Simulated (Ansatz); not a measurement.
Wanted: the native input for an Ansatz 0.2.0 run.

* Task: relaxation of cell and atoms
* Functional: PBEsol
* Potentials or basis: Ansatz PAW
* Cutoff: 420 eV (not typed: the program's choice for these potentials)
* k mesh: 12 × 12 × 4
* Occupations: fermi-dirac, width 0.05 eV
* Spin: collinear spin, ferromagnetic start
* Starting moments: [2.0, 2.0, 2.0, 2.0] μB

Crystal: Co.

```
Co
1.0
     2.47056    0.00000    0.00000
    -1.23528    2.13957    0.00000
     0.00000    0.00000    8.08823
Co
4
Direct
  0.66667 0.33333 0.75000
  0.00000 0.00000 0.50000
  0.33333 0.66667 0.25000
  0.00000 0.00000 0.00000
```

The input as run:

input.yaml

```yaml
crystal:
  lattice:
    - [2.4705617809, 0.0, 0.0]
    - [-1.2352808905, 2.1395692639, 0.0]
    - [0.0, 0.0, 8.0882338]
  atoms:
    - { symbol: Co, position: [0.6666666667, 0.3333333333, 0.75], spin: 2.0 }
    - { symbol: Co, position: [0.0, 0.0, 0.5], spin: 2.0 }
    - { symbol: Co, position: [0.3333333333, 0.6666666667, 0.25], spin: 2.0 }
    - { symbol: Co, position: [0.0, 0.0, 0.0], spin: 2.0 }
hamiltonian:
  xc: pbesol
  pseudopotentials: { kind: paw }
magnetization:
  spin_polarized: true
kpoints:
  mp_grid: { grid: [12, 12, 4] }
scf:
  occupations: { method: fermi_dirac, width: 0.05 }
output:
  forces: true
  stress: true
  eigenvalues: true
relax:
  f_tol: 0.01
  max_steps: 40
  cell: { stress_tol: 0.05 }
```

Potentials or basis: Ansatz PAW.

Run with:

```bash
$ ansatz run input.yaml --threads 2 --pin off --max-ram 5632MiB --backend cpu --events-out ev --progress --plain --runs-dir out
```

Results of the run:

| Item | Value |
| --- | --- |
| Relaxed volume | 10.42 Å³/atom |
| Relaxed cell | a = 2.460 Å, b = 2.460 Å, c = 7.952 Å, α = 90.00°, β = 90.00°, γ = 120.00° |
| Space group after relaxing (to 0.05 Å) | P6_3/mmc (No. 194) |
| Energy gained by relaxing | 6.1 meV/atom |
| Ionic steps | 7 |
| Pressure after relaxing | 0.0 GPa |
| Band gap on the k mesh | none (metal or under the smearing width) |
| Net moment | 6.48 μB per cell |
| Absolute moment | 6.99 μB per cell |
| Site moments | Co +1.69, +1.67 μB |

Caveat: the plane-wave basis is chosen anew once the cell has moved, so the energies of steps on either side of that aren't comparable; the PAW data sets come from PBE, with cores solved anew for the run's functional, which leaves a small shift of forces and pressure.

Run time: 2.1 min on 2 threads of Intel(R) Xeon(R) Processor @ 2.50GHz (Skylake/Cascade Lake) (shared host), peak memory 0.49 GiB.
